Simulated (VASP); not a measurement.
# SiC: optical spectrum of independent particles, by functional

SiC, F-43m (no. 216), 2 atoms in the cell.

| Functional | ε at zero frequency, electronic | Mean energy of the absorption, weighted by Im ε (eV) | Refractive index at 633 nm | Refractive index at 1064 nm | Direct gap on the mesh (eV) | Time (s) |
|---|---|---|---|---|---|---|
| PBE | 7.33 | 8.48 | 2.80 | 2.74 | 4.54 | 3.9 |
| HSE06 | 6.03 | 9.94 | 2.51 | 2.47 | 5.75 | 348 |
| DDH | 5.78 | 10.16 | 2.45 | 2.42 | 5.99 | 385 |
| HSEsol | 6.09 | 9.88 | 2.52 | 2.49 | 5.70 | 335 |

Limits: The 8×8×8 mesh is coarse for a spectrum: peaks stand apart that a denser mesh merges; the pull between electron and hole is left out; row 1: the onset follows the functional's gap, which semilocal functionals usually make too small.

## Input of the first row

INCAR:
```
PREC = Accurate
ENCUT = 460
ISMEAR = 0
SIGMA = 0.02
EDIFF = 1E-7
LASPH = T
KPAR = 4
LWAVE = T
LCHARG = F
LOPTICS = T
ALGO = Normal
NBANDS = 20
NEDOS = 2000
CSHIFT = 0.1
GGA = PE
```

KPOINTS:
```
k-points
0
Gamma
  8 8 8
```

POSCAR:
```
SiC
1.0
    0.0000000000      2.1790000000      2.1790000000
    2.1790000000      0.0000000000      2.1790000000
    2.1790000000      2.1790000000      0.0000000000
Si C
1 1
Direct
    0.0000000000      0.0000000000      0.0000000000
    0.7500000000      0.7500000000      0.7500000000
```

Commands:
```
cat potpaw_PBE.64/Si/POTCAR potpaw_PBE.64/C/POTCAR > POTCAR
mpirun -np 4 vasp_std > vasp.out
```

VASP 6.6.1 took 3.9 s on 4 cores (AMD EPYC 9R45 (Zen 5)), a shared host.
